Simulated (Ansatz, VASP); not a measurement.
Pb in VASP and in Ansatz

```
CELL_PARAMETERS angstrom
0.00000 2.47502 2.47502
2.47502 0.00000 2.47502
2.47502 2.47502 0.00000
ATOMIC_POSITIONS crystal
Pb 0.00000 0.00000 0.00000
```

Alike in both runs: task relaxation of cell and atoms; functional PBEsol; k mesh 9 × 9 × 9; occupations fermi-dirac, width 0.05 eV; no spin polarisation.

|  | VASP | Ansatz |
| --- | --- | --- |
| version | VASP 6.6.1 | Ansatz 0.2.0 |
| potentials or method | VASP PAW PBE potentials, release 64 (Pb_d) | Ansatz PAW |
| plane-wave cutoff (eV) | 600 | 420 |
| valence electrons in the cell | 14 | 14 |

```tsv
	VASP	Ansatz	Ansatz less VASP
gap on the k mesh at the Fermi level, each at its own relaxed structure (eV)	none	none	-
relaxed volume (Å³/atom)	29.93	29.94	+0.002
relaxed cell length with the largest relative difference (Å)	3.485	3.485	+0.0001
```

A gap of «none» marks a metal or a gap that the smearing closes.

Caveats: the PAW data sets were made with another functional, which shifts forces and pressure a little (VASP); the plane-wave basis is chosen anew once the cell has moved, so the energies of steps on either side of that aren't comparable (Ansatz); the PAW data sets come from PBE, with cores solved anew for the run's functional, which leaves a small shift of forces and pressure (Ansatz). Spin-orbit coupling is left out, which matters for the levels of Pb.
